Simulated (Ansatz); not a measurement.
**K2S (Fm-3m): how far a G0W0 gap depends on its settings**

Aim: test how the G0W0 gap of the published phase of K2S (Fm-3m) moves with the number of bands, the screening cutoff and the other choices.

The runs shown are made with Ansatz 0.2.0. G0W0, plane waves. Computed at 0 K without zero-point motion; spin polarisation is off.

**1. Starting point**

The cell was relaxed beforehand with r2SCAN.

It is cubic, Fm-3m (No. 225); a = 7.405 Å in the conventional setting, 33.84 Å³ an atom. Near K stand 4 S at 3.21 Å; near S stand 8 K at 3.21 Å.

As a file:

```
K S
1.0
     0.00000    3.70272    3.70272
     3.70272    0.00000    3.70272
     3.70272    3.70272    0.00000
K S
2 1
Direct
  0.25000 0.25000 0.25000
  0.75000 0.75000 0.75000
  0.00000 0.00000 0.00000
```

**2. 164 empty bands, 80 eV**

Input file input.yaml:

```yaml
crystal:
  lattice:
    - [0.0, 3.7027186909, 3.7027186909]
    - [3.7027186909, 0.0, 3.7027186909]
    - [3.7027186909, 3.7027186909, 0.0]
  atoms:
    - { symbol: K, position: [0.25, 0.25, 0.25] }
    - { symbol: K, position: [0.75, 0.75, 0.75] }
    - { symbol: S, position: [0.0, 0.0, 0.0] }
kpoints:
  mp_grid: { grid: [4, 4, 4] }
hamiltonian:
  xc: pbe
scf:
  occupations: { method: fixed }
gw:
  n_empty_bands: 164
  ecut_chi: 80
  qp_bands: [v2, c2]
  qp_kpoints: band_edges
  screening: { model: contour_deformation }
```

The run is started by

```console
$ ansatz run input.yaml --threads 4 --pin off --max-ram 5529MiB --backend cpu --events-out ev --progress --plain --runs-dir out
```

**3. 381 empty bands, 140 eV**

input.yaml: that of step 2 with these lines changed.

```diff
@@ -16,4 +16,4 @@
 gw:
-  n_empty_bands: 164
-  ecut_chi: 80
+  n_empty_bands: 381
+  ecut_chi: 140
   qp_bands: [v2, c2]
```

**4. 701 empty bands, 210 eV**

input.yaml: that of step 3 with these lines changed.

```diff
@@ -16,4 +16,4 @@
 gw:
-  n_empty_bands: 381
-  ecut_chi: 140
+  n_empty_bands: 701
+  ecut_chi: 210
   qp_bands: [v2, c2]
```

**5. Starting from HSE06**

input.yaml: that of step 4 with these lines changed.

```diff
@@ -12,3 +12,3 @@
 hamiltonian:
-  xc: pbe
+  xc: hse06
 scf:
@@ -16,4 +16,4 @@
 gw:
-  n_empty_bands: 701
-  ecut_chi: 210
+  n_empty_bands: 381
+  ecut_chi: 140
   qp_bands: [v2, c2]
```

**6. Starting from LDA**

input.yaml: that of step 5 with these lines changed.

```diff
@@ -12,3 +12,3 @@
 hamiltonian:
-  xc: hse06
+  xc: lda
 scf:
```

**7. Starting from r2SCAN**

input.yaml: that of step 6 with these lines changed.

```diff
@@ -12,3 +12,3 @@
 hamiltonian:
-  xc: lda
+  xc: r2scan
 scf:
```

**8. A plasmon pole in place of the full frequency dependence**

input.yaml: that of step 7 with these lines changed.

```diff
@@ -12,3 +12,3 @@
 hamiltonian:
-  xc: r2scan
+  xc: pbe
 scf:
@@ -20,2 +20,2 @@
   qp_kpoints: band_edges
-  screening: { model: contour_deformation }
+  screening: { model: godby_needs }
```

**9. 164 empty bands, 80 eV**

input.yaml: that of step 8 with these lines changed.

```diff
@@ -16,6 +16,6 @@
 gw:
-  n_empty_bands: 381
-  ecut_chi: 140
+  n_empty_bands: 164
+  ecut_chi: 80
   qp_bands: [v2, c2]
   qp_kpoints: band_edges
-  screening: { model: godby_needs }
+  screening: { model: contour_deformation }
```

**10. Norm-conserving pseudopotentials**

input.yaml: that of step 9 with these lines changed.

```diff
@@ -13,2 +13,3 @@
   xc: pbe
+  pseudopotentials: { kind: nc }
 scf:
@@ -16,4 +17,4 @@
 gw:
-  n_empty_bands: 164
-  ecut_chi: 80
+  n_empty_bands: 381
+  ecut_chi: 140
   qp_bands: [v2, c2]
```

**Question.** What will these runs give? Wanted: for each run, start; potentials; frequencies; empty bands; cutoff; Kohn-Sham gap; G0W0 gap.

**Answer**, as computed:

```
 start  potentials  frequencies  empty bands  cutoff (eV)   mesh  Kohn-Sham gap (eV)  G0W0 gap (eV)
   PBE         PAW         full          164           80  4×4×4                2.38           3.78
   PBE         PAW         full          381          140  4×4×4                2.38           3.92
   PBE         PAW         full          701          210  4×4×4                2.38           3.98
 HSE06         PAW         full          381          140  4×4×4                3.31           4.49
   LDA         PAW         full          381          140  4×4×4                2.11           3.82
r2SCAN         PAW         full          381          140  4×4×4                2.75           4.17
   PBE         PAW         pole          381          140  4×4×4                2.38           3.97
   PBE         PAW         full          164           80  4×4×4                2.38           3.78
   PBE          NC         full          381          140  4×4×4                2.38           3.92
```

Gaps are those on each run's own mesh.

**Reading.** With bands and cutoff raised together, from 164 bands at 80 eV to 701 at 210 eV, the gap moves by +0.20 eV, and on the last rung by +0.06 eV; extrapolated in 1/N from the last two rungs, the limit on this k mesh would lie near 4.0 eV. The starting point matters: against PBE, HSE06 gives +0.57 eV, LDA gives -0.10 eV, r2SCAN gives +0.24 eV. The plasmon pole changes the gap by +0.050 eV. Norm-conserving potentials change it by -0.005 eV.
